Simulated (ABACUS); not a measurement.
GaAs: equation of state with PBEsol

Crystal: GaAs.

```
As Ga
1.0
     0.00000    2.82685    2.82685
     2.82685    0.00000    2.82685
     2.82685    2.82685    0.00000
As Ga
1 1
Direct
  0.75000 0.75000 0.75000
  0.00000 0.00000 0.00000
```

```
Program                                       : ABACUS 3.10.1
Task                                          : equation of state
Functional                                    : PBEsol
Potentials or basis                           : PseudoDojo NC SR 0.4.1 PBEsol standard
Cutoff                                        : 1143 eV
Density cutoff                                : 4572 eV
Basis                                         : plane waves
k mesh                                        : 8 × 8 × 8
Occupations                                   : fermi-dirac, width 0.05 eV
Spin                                          : no spin polarisation
Radial cutoff of the potentials (pseudo_rcut) : 7 bohr
SCF threshold on the density                  : 1e-08
Max SCF steps                                 : 100
Eigensolver                                   : dav
Mixing                                        : broyden
Mixing share                                  : 0.7
Symmetry key                                  : 1
Bands                                         : 18
```

```
Equilibrium volume                      : 22.68 Å³/atom
Bulk modulus                            : 69 GPa
Pressure derivative of the bulk modulus : 4.9
```

Energy against volume, from the lowest point:
```tsv
volume (Å³/atom)	energy (meV/atom)
21.234	22.37
21.686	10.10
22.138	2.82
22.590	0.00
23.041	1.16
23.493	5.84
23.945	13.62
```

All runs of the series together: 96 s on 4 threads of Intel(R) Xeon(R) Platinum 8259CL CPU @ 2.50GHz (Skylake/Cascade Lake), on a shared host.

Zero-point motion and thermal expansion aren't in these numbers.
